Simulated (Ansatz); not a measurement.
# CrCuO2: equation of state with PBE

CrCuO2:

```xyz
4
Lattice="1.4867 0.8583 5.7000 -1.4867 0.8583 5.7000 0.0000 -1.7167 5.7000" Properties=species:S:1:pos:R:3 pbc="T T T"
Cu    0.0000    0.0000    0.0000
Cr    0.0000    0.0000    8.5500
O     0.0000    0.0000   15.2546
O     0.0000    0.0000    1.8454
```

- Program: Ansatz 0.2.0
- Task: equation of state
- Functional: PBE
- Potentials or basis: all-electron LAPW, scalar-relativistic
- Basis error allowed: 0.001 eV/atom
- k mesh: 10 × 10 × 10
- Occupations: fermi-dirac, width 0.05 eV
- Spin: collinear spin, ferromagnetic start
- Starting moments: [0.6, 3.0, 0.0, 0.0] μB

| Property | Result |
| --- | --- |
| Equilibrium volume | 11.16 Å³/atom |
| Bulk modulus at fixed shape and positions | 172 GPa |
| Pressure derivative of the bulk modulus | 4.5 |

Energy against volume, from the lowest point:
```tsv
volume (Å³/atom)	energy (meV/atom)
10.256	45.82
10.474	25.33
10.692	11.29
10.911	3.05
11.129	0.00
11.347	1.62
11.565	7.42
```

All runs of the series together: 12 min on 4 threads of Intel(R) Xeon(R) Processor @ 2.50GHz (Skylake/Cascade Lake), with other jobs on the host.

Caveat: the cell was scaled at fixed shape and fractional positions, which overstates the stiffness of a crystal with free parameters, most of all of layers and chains.
